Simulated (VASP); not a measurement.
# Lattice of BAs, functional by functional, part 2 of 2

Which functional gives which lattice for BAs? The starting structure is a measured crystal structure from the Crystallography Open Database. The first relaxation on each setting starts from this cell expanded by 3 % in volume.

VASP 6.6.1.

Results so far: PBEsol 13.64 Å³ an atom; LDA 13.33 Å³ an atom; PBE 13.97 Å³ an atom.

**5. Relaxation with PBEsol + D3(BJ)**

Level of this step: PBEsol with D3(BJ); plane waves and PAW (As, B) (VASP).

D3 with Becke-Johnson damping keeps a finite attraction at short range. This run starts from the cell of an earlier relaxation, which isn't shown; the restart sets up the plane waves anew.

The input, INCAR:

```
SYSTEM = BAs
PREC = Accurate
ENCUT = 450
EDIFF = 1E-06
NELM = 100
ISMEAR = 0
SIGMA = 0.03
LREAL = .FALSE.
ALGO = Normal
GGA = PS
IVDW = 12
NBANDS = 10
LORBIT = 11
LWAVE = .FALSE.
LCHARG = .FALSE.
KPAR = 4
IBRION = 2
NSW = 50
ISIF = 3
EDIFFG = -0.004
```

The input, POSCAR:

```
BAs
1.0
    0.0000000000      2.3709396973      2.3709396973
    2.3709396973      0.0000000000      2.3709396973
    2.3709396973      2.3709396973      0.0000000000
As B
1 1
Direct
    0.7500000000      0.7500000000      0.7500000000
    0.0000000000      0.0000000000      0.0000000000
```

The input, KPOINTS:

```
Automatic mesh
0
Gamma
8 8 8
0 0 0
```

PAW data sets: As and B (PBE family, release 64).

Command:

```bash
$ mpirun -np 4 vasp_std
```

What it wrote:

```text
[banner, memory and clock lines left out]
running    4 mpi-ranks, on    1 nodes
[...]
[... a notice as in an earlier step ...]

 LDA part: xc-table for (Slater+PW92), standard interpolation
 POSCAR, INCAR and KPOINTS ok, starting setup
[...]
entering main loop
       N       E                     dE             d eps       ncg     rms          rms(c)
DAV:   1     0.928718980107E+01    0.92872E+01   -0.34806E+03   580   0.635E+02
DAV:   2    -0.122759367757E+02   -0.21563E+02   -0.20885E+02   794   0.994E+01
DAV:   3    -0.128443296299E+02   -0.56839E+00   -0.56750E+00   678   0.162E+01
DAV:   4    -0.128457096847E+02   -0.13801E-02   -0.13800E-02   726   0.927E-01
[...]
DAV:  10    -0.121915366317E+02   -0.57613E-04   -0.96313E-05   626   0.605E-02    0.114E-02
DAV:  11    -0.121915390869E+02   -0.24553E-05   -0.18575E-06   716   0.107E-02    0.104E-02
DAV:  12    -0.121915388423E+02    0.24462E-06   -0.10723E-06   416   0.545E-03
   1 F= -.12751681E+02 E0= -.12751681E+02  d E =-.127517E+02
[...]
reached required accuracy - stopping structural energy minimisation
```

The job ended after 3.2 s (4 MPI ranks of AMD EPYC 7R43, shared host; peak memory 0.46 GiB).

OUTCAR, selected parts (step 5):

```text
 Edisp (eV)   -0.56014

  Total      -0.00276    -0.00276    -0.00276    -0.00000     0.00000    -0.00000
  in kB      -0.16594    -0.16594    -0.16594    -0.00000     0.00000    -0.00000
  external pressure =       -0.17 kB  Pullay stress =        0.00 kB

 POSITION                                       TOTAL-FORCE (eV/Angst)
 -----------------------------------------------------------------------------------
      3.55641      3.55641      3.55641        -0.000000     -0.000000     -0.000000
      0.00000      0.00000      0.00000         0.000000      0.000000      0.000000
 -----------------------------------------------------------------------------------
    total drift:                               -0.000000     -0.000000     -0.000000

  FREE ENERGIE OF THE ION-ELECTRON SYSTEM (eV)
  ---------------------------------------------------
  free  energy   TOTEN  =       -12.7516807531 eV

  energy  without entropy=      -12.7516807531  energy(sigma->0) =      -12.75168075

[... 2 parts as in an earlier step ...]

[... 2 further parts left out ...]
[key lines of the parts left out:]
E-fermi :   6.4171
```

With PBEsol + D3(BJ) the relaxed cell holds 13.328 Å³ an atom, -2.19 % against the measured cell, with a = 4.742 Å. That is -2.26 % from PBEsol. Pressures at 0.985 and 1.015 times this volume, from two more relaxations that aren't shown, give a bulk modulus of 147.2 GPa.

**6. Relaxation with r2SCAN**

r2SCAN adds the kinetic-energy density, costs more than a GGA and is run with LASPH.

INCAR, as its differences from that of step 5:

```diff
@@ -9,4 +9,4 @@
 ALGO = Normal
-GGA = PS
-IVDW = 12
+METAGGA = R2SCAN
+LASPH = .TRUE.
 NBANDS = 10
```

The input, POSCAR:

```
BAs
1.0
    0.0000000000      2.4121500529      2.4121500529
    2.4121500529      0.0000000000      2.4121500529
    2.4121500529      2.4121500529      0.0000000000
As B
1 1
Direct
    0.7500000000      0.7500000000      0.7500000000
    0.0000000000      0.0000000000      0.0000000000
```

KPOINTS is that of step 5.

Command:

```bash
$ mpirun -np 4 vasp_std
```

What it wrote:

```text
[banner, memory and clock lines left out]
running    4 mpi-ranks, on    1 nodes
[...]
[... a notice as in an earlier step ...]

 LDA part: xc-table for (None), standard interpolation
 POSCAR, INCAR and KPOINTS ok, starting setup
[...]
entering main loop
       N       E                     dE             d eps       ncg     rms          rms(c)
DAV:   1     0.748328662741E+00    0.74833E+00   -0.35365E+03   580   0.639E+02
DAV:   2    -0.231612804434E+02   -0.23910E+02   -0.22953E+02   802   0.109E+02
DAV:   3    -0.238109238602E+02   -0.64964E+00   -0.64853E+00   688   0.173E+01
DAV:   4    -0.238125888666E+02   -0.16650E-02   -0.16649E-02   718   0.991E-01
[...]
DAV:  10    -0.222462068193E+02   -0.56385E-04   -0.34611E-05   640   0.564E-02    0.158E-02
DAV:  11    -0.222462083213E+02   -0.15019E-05   -0.58504E-06   686   0.222E-02    0.669E-03
DAV:  12    -0.222462089752E+02   -0.65395E-06   -0.15506E-07   402   0.301E-03
   1 F= -.22246209E+02 E0= -.22246209E+02  d E =-.222462E+02
[...]
DAV:   6    -0.222492491621E+02   -0.29528E-05   -0.20514E-06   636   0.968E-03    0.268E-03
DAV:   7    -0.222492491175E+02    0.44558E-07   -0.49594E-08   342   0.179E-03
   2 F= -.22249249E+02 E0= -.22249249E+02  d E =-.304014E-02
 trial-energy change:   -0.003040  1 .order   -0.002679   -0.022473    0.017114
 step:   0.5810(harm=  0.5677)  dis= 0.00000  next Energy=   -22.252808 (dE=-0.660E-02)
[...]
N       E                     dE             d eps       ncg     rms          rms(c)
DAV:   1    -0.222537664024E+02   -0.45172E-02   -0.71612E-02   636   0.172E+00    0.291E-01
DAV:   2    -0.222532750014E+02    0.49140E-03   -0.24957E-03   616   0.329E-01    0.146E-01
DAV:   3    -0.222528622341E+02    0.41277E-03   -0.10978E-03   598   0.181E-01    0.655E-02
DAV:   4    -0.222528433385E+02    0.18896E-04   -0.41170E-05   668   0.401E-02    0.403E-02
DAV:   5    -0.222528378852E+02    0.54532E-05   -0.67258E-06   642   0.192E-02    0.195E-02
DAV:   6    -0.222528368429E+02    0.10423E-05   -0.39197E-07   328   0.440E-03    0.816E-04
DAV:   7    -0.222528368965E+02   -0.53571E-07   -0.19222E-08   312   0.113E-03
   3 F= -.22252837E+02 E0= -.22252837E+02  d E =-.662792E-02
[...]
reached required accuracy - stopping structural energy minimisation
```

Elapsed: 32 s, on 4 MPI ranks; peak memory 0.42 GiB.

Parts of OUTCAR (step 6):

```text
  Total        0.0013563      0.0013563      0.0013563     -0.0000000     -0.0000000      0.0000000
  in kB        0.0792575      0.0792575      0.0792575     -0.0000000     -0.0000000      0.0000000
  external PRESSURE =       0.0792575 kB  Pullay stress =       0.0000000 kB

 POSITION                                       TOTAL-FORCE (eV/Angst)
 -----------------------------------------------------------------------------------
      3.58997      3.58997      3.58997         0.000000     -0.000000      0.000000
      0.00000      0.00000      0.00000        -0.000000      0.000000     -0.000000
 -----------------------------------------------------------------------------------
    total drift:                               -0.000000     -0.000000     -0.000000

  FREE ENERGIE OF THE ION-ELECTRON SYSTEM (eV)
  ---------------------------------------------------
  free  energy   TOTEN  =       -22.2528368965 eV

  energy  without entropy=      -22.2528368965  energy(sigma->0) =      -22.25283690

[... 2 parts as in an earlier step ...]

[... 2 further parts left out ...]
[key lines of the parts left out:]
E-fermi :   6.1325
```

With r2SCAN the relaxed cell holds 13.709 Å³ an atom, +0.61 % against the measured cell, with a = 4.787 Å. That is +0.53 % from PBEsol. Pressures at 0.985 and 1.015 times this volume, from two more relaxations that aren't shown, give a bulk modulus of 142.4 GPa.

**7. Relaxation with r2SCAN + rVV10**

rVV10 adds a nonlocal correlation energy for dispersion.

INCAR, as its differences from that of step 6:

```diff
@@ -10,2 +10,6 @@
 METAGGA = R2SCAN
+LUSE_VDW = .TRUE.
+IVDW_NL = 2
+BPARAM = 11.95
+CPARAM = 0.0093
 LASPH = .TRUE.
```

POSCAR is that of step 6.

KPOINTS is that of step 6.

Command:

```bash
$ mpirun -np 4 vasp_std
```

What it wrote:

```text
[banner, memory and clock lines left out]
running    4 mpi-ranks, on    1 nodes
[...]
|                                                                             |
|               ----> ADVICE to this user running VASP <----                  |
|                                                                             |
|     You have switched on vdW-DFT.                                           |
|     This routine was written and supplied by Jiri Klimes. We recommend      |
|     that you carefully read and cite the following publications:            |
|       J. Klimes, D.R. Bowler, A. Michelides                                 |
|          J. Phys.: Cond Matt. 22 022201 (2010)                              |
|       J. Klimes, D.R. Bowler, A. Michelides                                 |
|          Phys. Rev. B. 83, 195131 (2011)                                    |
|     and references therein.                                                 |
|                                                                             |

[...]
DAV:   5    -0.221359183517E+02    0.72941E-05   -0.95473E-06   646   0.228E-02    0.234E-02
Total rVV10 correction in eV:      0.1162880    10.0781822
Total rVV10 correction in eV:      0.1162880    10.0781822
Total rVV10 correction in eV:      0.1162880    10.0781822
Total rVV10 correction in eV:      0.1162880    10.0781822
DAV:   6    -0.221359170467E+02    0.13050E-05   -0.56965E-07   354   0.538E-03    0.926E-04
Total rVV10 correction in eV:      0.1162886    10.0781822
Total rVV10 correction in eV:      0.1162886    10.0781822
Total rVV10 correction in eV:      0.1162886    10.0781822
Total rVV10 correction in eV:      0.1162886    10.0781822
DAV:   7    -0.221359171150E+02   -0.68305E-07   -0.26592E-08   326   0.135E-03
Total rVV10 correction in eV:      0.1162902    10.0781822
Total rVV10 correction in eV:      0.1162902    10.0781822
Total rVV10 correction in eV:      0.1162902    10.0781822
Total rVV10 correction in eV:      0.1162902    10.0781822
Total rVV10 correction in eV:      0.1162899    10.0781822
Total rVV10 correction in eV:      0.1162899    10.0781822
Total rVV10 correction in eV:      0.1162899    10.0781822
Total rVV10 correction in eV:      0.1162899    10.0781822
   3 F= -.22135917E+02 E0= -.22135917E+02  d E =-.938532E-02
[...]
reached required accuracy - stopping structural energy minimisation
```

Run time: 67 s. Hardware: 4 MPI ranks; peak memory 0.72 GiB; 4.4 min of CPU time.

OUTCAR, selected parts (step 7):

```text
  Total        0.0014664      0.0014664      0.0014664      0.0000000      0.0000000      0.0000000
  in kB        0.0860638      0.0860638      0.0860638      0.0000000      0.0000000      0.0000000
  external PRESSURE =       0.0860638 kB  Pullay stress =       0.0000000 kB

 POSITION                                       TOTAL-FORCE (eV/Angst)
 -----------------------------------------------------------------------------------
      3.58476      3.58476      3.58476        -0.000000     -0.000000     -0.000000
      0.00000      0.00000      0.00000         0.000000      0.000000      0.000000
 -----------------------------------------------------------------------------------
    total drift:                               -0.000000     -0.000000     -0.000000

  FREE ENERGIE OF THE ION-ELECTRON SYSTEM (eV)
  ---------------------------------------------------
  free  energy   TOTEN  =       -22.1359171150 eV

  energy  without entropy=      -22.1359171150  energy(sigma->0) =      -22.13591711

[... 2 parts as in an earlier step ...]

[... 2 further parts left out ...]
[key lines of the parts left out:]
E-fermi :   6.1770
```

With r2SCAN + rVV10 the relaxed cell holds 13.649 Å³ an atom, +0.17 % against the measured cell, with a = 4.780 Å. That is +0.09 % from PBEsol. Pressures at 0.985 and 1.015 times this volume, from two more relaxations that aren't shown, give a bulk modulus of 144.6 GPa.

**8. Relaxation with vdW-DF-cx**

vdW-DF-cx takes its exchange from the same plasmon model as its correlation.

INCAR, as its differences from that of step 7:

```diff
@@ -9,7 +9,5 @@
 ALGO = Normal
-METAGGA = R2SCAN
+GGA = CX
+AGGAC = 0
 LUSE_VDW = .TRUE.
-IVDW_NL = 2
-BPARAM = 11.95
-CPARAM = 0.0093
 LASPH = .TRUE.
```

POSCAR is that of step 7.

KPOINTS is that of step 7.

Command:

```bash
$ mpirun -np 4 vasp_std
```

What it wrote:

```text
[banner, memory and clock lines left out]
running    4 mpi-ranks, on    1 nodes
[...]
[... a notice as in an earlier step ...]

 [... a notice as in an earlier step ...]

 LDA part: xc-table for (Slater+PW92), standard interpolation
 POSCAR, INCAR and KPOINTS ok, starting setup
[...]
entering main loop
       N       E                     dE             d eps       ncg     rms          rms(c)
DAV:   1     0.137559637349E+02    0.13756E+02   -0.34220E+03   580   0.619E+02
DAV:   2    -0.934008033843E+01   -0.23096E+02   -0.22167E+02   802   0.105E+02
DAV:   3    -0.997361003274E+01   -0.63353E+00   -0.63240E+00   688   0.168E+01
DAV:   4    -0.997530498951E+01   -0.16950E-02   -0.16949E-02   716   0.972E-01
[...]
DAV:  10    -0.947958061901E+01   -0.92805E-04   -0.13877E-04   638   0.768E-02    0.101E-02
DAV:  11    -0.947958510013E+01   -0.44811E-05   -0.38588E-06   700   0.156E-02    0.935E-03
DAV:  12    -0.947958531094E+01   -0.21081E-06   -0.16169E-06   638   0.769E-03
[...]
DAV:   4    -0.948104504312E+01    0.85514E-04   -0.15241E-04   668   0.721E-02    0.430E-02
DAV:   5    -0.948103941831E+01    0.56248E-05   -0.14259E-05   688   0.225E-02    0.206E-02
DAV:   6    -0.948103898313E+01    0.43518E-06   -0.88595E-07   514   0.561E-03
   2 F= -.94810390E+01 E0= -.94810390E+01  d E =-.145367E-02
 trial-energy change:   -0.001454  1 .order   -0.001359   -0.009109    0.006390
 step:   0.5965(harm=  0.5877)  dis= 0.00000  next Energy=    -9.482322 (dE=-0.274E-02)
[...]
N       E                     dE             d eps       ncg     rms          rms(c)
DAV:   1    -0.948335336412E+01   -0.23139E-02   -0.29898E-02   630   0.108E+00    0.170E-01
DAV:   2    -0.948258939665E+01    0.76397E-03   -0.12765E-03   616   0.191E-01    0.851E-02
DAV:   3    -0.948234220787E+01    0.24719E-03   -0.50693E-04   618   0.106E-01    0.267E-02
DAV:   4    -0.948232623306E+01    0.15975E-04   -0.25892E-05   672   0.296E-02    0.165E-02
DAV:   5    -0.948232504081E+01    0.11923E-05   -0.21487E-06   588   0.877E-03    0.799E-03
DAV:   6    -0.948232516734E+01   -0.12653E-06   -0.14154E-07   322   0.227E-03
   3 F= -.94823252E+01 E0= -.94823252E+01  d E =-.273986E-02
[...]
reached required accuracy - stopping structural energy minimisation
```

It took 45 s on 4 MPI ranks; peak memory 0.92 GiB.

Parts of OUTCAR (step 8):

```text
  Total        0.0006174      0.0006174      0.0006174      0.0000000      0.0000000      0.0000000
  in kB        0.0357856      0.0357856      0.0357856      0.0000000      0.0000000      0.0000000
  external PRESSURE =       0.0357856 kB  Pullay stress =       0.0000000 kB

 POSITION                                       TOTAL-FORCE (eV/Angst)
 -----------------------------------------------------------------------------------
      3.59975      3.59975      3.59975         0.000000      0.000000      0.000000
      0.00000      0.00000      0.00000        -0.000000     -0.000000     -0.000000
 -----------------------------------------------------------------------------------
    total drift:                               -0.000000     -0.000000     -0.000000

  FREE ENERGIE OF THE ION-ELECTRON SYSTEM (eV)
  ---------------------------------------------------
  free  energy   TOTEN  =        -9.4823251673 eV

  energy  without entropy=       -9.4823251673  energy(sigma->0) =       -9.48232517

[... 2 parts as in an earlier step ...]

[... 2 further parts left out ...]
[key lines of the parts left out:]
E-fermi :   6.0946
```

With vdW-DF-cx the relaxed cell holds 13.821 Å³ an atom, +1.43 % against the measured cell, with a = 4.800 Å. That is +1.36 % from PBEsol. Pressures at 0.985 and 1.015 times this volume, from two more relaxations that aren't shown, give a bulk modulus of 136.3 GPa.

**9. Relaxation with BLYP**

BLYP comes from molecular chemistry and underbinds dense solids. This run starts from the cell of an earlier relaxation, which isn't shown; the restart sets up the plane waves anew.

INCAR, as its differences from that of step 8:

```diff
@@ -9,6 +9,7 @@
 ALGO = Normal
-GGA = CX
-AGGAC = 0
-LUSE_VDW = .TRUE.
-LASPH = .TRUE.
+GGA = B5
+ALDAX = 1
+AGGAX = 1
+AGGAC = 1
+ALDAC = 0
 NBANDS = 10
```

The input, POSCAR:

```
BAs
1.0
    0.0000000000      2.4404591306      2.4404591306
    2.4404591306      0.0000000000      2.4404591306
    2.4404591306      2.4404591306      0.0000000000
As B
1 1
Direct
    0.7500000000      0.7500000000      0.7500000000
    0.0000000000      0.0000000000      0.0000000000
```

KPOINTS is that of step 8.

Command:

```bash
$ mpirun -np 4 vasp_std
```

What it wrote:

```text
[banner, memory and clock lines left out]
running    4 mpi-ranks, on    1 nodes
[...]
[... a notice as in an earlier step ...]

 LDA part: xc-table for (Slater(with rela. corr.)+VWN5), standard interpolation
 POSCAR, INCAR and KPOINTS ok, starting setup
[...]
entering main loop
       N       E                     dE             d eps       ncg     rms          rms(c)
DAV:   1     0.129157851881E+02    0.12916E+02   -0.35018E+03   580   0.628E+02
DAV:   2    -0.998935424568E+01   -0.22905E+02   -0.21821E+02   848   0.102E+02
DAV:   3    -0.106777339970E+02   -0.68838E+00   -0.68619E+00   696   0.165E+01
DAV:   4    -0.106805554227E+02   -0.28214E-02   -0.28213E-02   730   0.108E+00
[...]
DAV:  10    -0.100699769272E+02   -0.11319E-03   -0.20896E-04   636   0.107E-01    0.164E-02
DAV:  11    -0.100699798099E+02   -0.28827E-05   -0.34690E-06   716   0.155E-02    0.134E-02
DAV:  12    -0.100699794254E+02    0.38449E-06   -0.19523E-06   620   0.732E-03
   1 F= -.10069979E+02 E0= -.10069979E+02  d E =-.100700E+02
[...]
reached required accuracy - stopping structural energy minimisation
```

The job ended after 6.2 s (4 MPI ranks; peak memory 0.43 GiB).

Parts of OUTCAR (step 9):

```text
  Total       -0.0005673     -0.0005673     -0.0005673     -0.0000000      0.0000000     -0.0000000
  in kB       -0.0312665     -0.0312665     -0.0312665     -0.0000000      0.0000000     -0.0000000
  external PRESSURE =      -0.0312665 kB  Pullay stress =       0.0000000 kB

 POSITION                                       TOTAL-FORCE (eV/Angst)
 -----------------------------------------------------------------------------------
      3.66069      3.66069      3.66069        -0.000000      0.000000     -0.000000
      0.00000      0.00000      0.00000         0.000000     -0.000000      0.000000
 -----------------------------------------------------------------------------------
    total drift:                               -0.000000     -0.000000     -0.000000

  FREE ENERGIE OF THE ION-ELECTRON SYSTEM (eV)
  ---------------------------------------------------
  free  energy   TOTEN  =       -10.0699794254 eV

  energy  without entropy=      -10.0699794254  energy(sigma->0) =      -10.06997943

[... 2 parts as in an earlier step ...]

[... 2 further parts left out ...]
[key lines of the parts left out:]
E-fermi :   5.9606
```

With BLYP the relaxed cell holds 14.535 Å³ an atom, +6.67 % against the measured cell, with a = 4.881 Å. That is +6.59 % from PBEsol. Pressures at 0.985 and 1.015 times this volume, from two more relaxations that aren't shown, give a bulk modulus of 117.3 GPa.

**10. All runs side by side**

```csv
level,volume (Å³/atom),against the measured cell (%),a (Å),bulk modulus (GPa),pressure left (GPa),core minutes
PBEsol,13.636,0.07,4.7782,140.9,0.0,0.4
LDA,13.335,-2.14,4.7427,147.6,-0.02,0.533
PBE,13.971,2.53,4.817,132.1,0.01,0.36
PBEsol + D3(BJ),13.328,-2.19,4.7419,147.2,-0.02,0.6
r2SCAN,13.709,0.61,4.7866,142.4,0.01,2.13
r2SCAN + rVV10,13.649,0.17,4.7797,144.6,0.01,4.47
vdW-DF-cx,13.821,1.43,4.7997,136.3,0.0,3.0
BLYP,14.535,6.67,4.8809,117.3,0.0,1.32
```

Core minutes are wall time times ranks, summed over the relaxations behind a row (those for a bulk modulus apart), on shared hosts.

**11. What came out**

```yaml
volume_pbesol: 13.64 Å³/atom
volume_lda: 13.33 Å³/atom
volume_pbe: 13.97 Å³/atom
volume_pbesol_d3_bj: 13.33 Å³/atom
volume_r2scan: 13.71 Å³/atom
volume_r2scan_rvv10: 13.65 Å³/atom
volume_vdw_df_cx: 13.82 Å³/atom
volume_blyp: 14.53 Å³/atom
```

Across 8 levels the volume of BAs spans 9.1 %, from 13.33 Å³ an atom (PBEsol + D3(BJ)) to 14.53 Å³ (BLYP). Against the measured volume of the starting structure, PBEsol comes nearest (+0.1 %) and BLYP lies farthest (+6.7 %). The measured cell holds zero-point expansion and, unless it was taken cold, thermal expansion, which the runs lack, so small differences decide nothing. Adding D3(BJ) to PBEsol changes the volume by -2.3 %. Adding rVV10 to r2SCAN changes the volume by -0.4 %. The bulk modulus goes from 117.3 GPa (BLYP) to 147.6 GPa (LDA). LASPH is on in some of these runs and off in others, which adds a little to the differences. All runs keep the symmetry of the start, so they can't find a distortion of lower symmetry. Further runs on this material are not shown.

[Lines on the potential files, build, host, timing and source positions are cut from VASP's logs without a mark.]

[Logs are printed without paths, hosts, clocks, repeated set-up lines and the standing remarks that a program may print on its own settings, such as how far it seeks lower states.]

[Hosts, paths, dates, database ids (printed as entryN), source tags and the programs' standing remarks are cut or masked in the printed files.]
